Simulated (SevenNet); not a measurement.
Rock-salt LiI

The numbers are results of the machine-learned potential SevenNet-0 (trained on PBE and PBE+U data), not measurements.

Cell (relaxed at this level):

```
CELL_PARAMETERS angstrom
      0.00000     3.01234     3.01234
      3.01234     0.00000     3.01234
      3.01234     3.01234     0.00000
ATOMIC_POSITIONS crystal
  Li 0.00000 0.00000 0.00000
  I  0.50000 0.50000 0.50000
```

bulk modulus B0: 18.9 GPa
elastic constant C11: 26.5 GPa
elastic constant C12: 15.1 GPa
elastic constant C44: 12.1 GPa
zone-centre TO phonon frequency: 87 cm⁻¹

Measured, for comparison: elastic constant C11 29.2 GPa, elastic constant C12 14.3 GPa, elastic constant C44 14.2 GPa (room temperature, no zero-point or thermal correction; as tabulated in Harker's crystal data pages); zone-centre TO phonon frequency 152 cm⁻¹ (temperature not stated, no zero-point or thermal correction; as tabulated in Harker's crystal data pages). Computed (rounded) less measured: elastic constant C11 not scored (one secondary page as the only source), elastic constant C12 not scored (one secondary page as the only source), elastic constant C44 not scored (one secondary page as the only source), zone-centre TO phonon frequency -43 %. A static lattice is as a rule a little smaller and stiffer than an uncorrected measurement, which can account for part of this.

A machine-learned potential is trained on density-functional data: it inherits that level's misses and adds fitting errors of its own.

Note: no long-range dipole term: LO-TO splitting at the zone centre is missing.

Elastic constants are with the ions relaxed.
